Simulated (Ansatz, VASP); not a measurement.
KI: VASP beside Ansatz

```xyz
2
Lattice="0.0000 3.4769 3.4769 3.4769 0.0000 3.4769 3.4769 3.4769 0.0000" Properties=species:S:1:pos:R:3 pbc="T T T"
K     0.0000    0.0000    0.0000
I     3.4769    3.4769    3.4769
```

Change from the starting cell: volume scaled by 0.96, crystal datasets.

Alike in both runs: task electric field gradients; functional PBEsol; k mesh 8 × 8 × 8; occupations fermi-dirac, width 0.01 eV; no spin polarisation.

|  | VASP | Ansatz |
| --- | --- | --- |
| version | VASP 6.6.1 | Ansatz 0.2.0 |
| potentials or method | VASP PAW PBE potentials, release 64 (K_sv, I), cutoff 520 eV | all-electron PAW with datasets made for the crystal, scalar-relativistic |

```csv
,VASP,Ansatz,Ansatz less VASP
gap on the k mesh at the Fermi level (eV),3.92,3.92,+0.004
pressure (GPa),0.3,0.3,-0.04
Vzz of the field gradient on the site that differs most (V/Å²),0.0,0.0,0.00
```

Ansatz ran all-electron here, so the differences hold the error of VASP's frozen core and of both bases. Ansatz warned: «gradients_without_spin_orbit».

Caveats: the PAW data sets were made with another functional, which shifts forces and pressure a little (VASP); spin-orbit coupling is left out, which moves the levels of the heavy elements. A k mesh can miss the band edges.
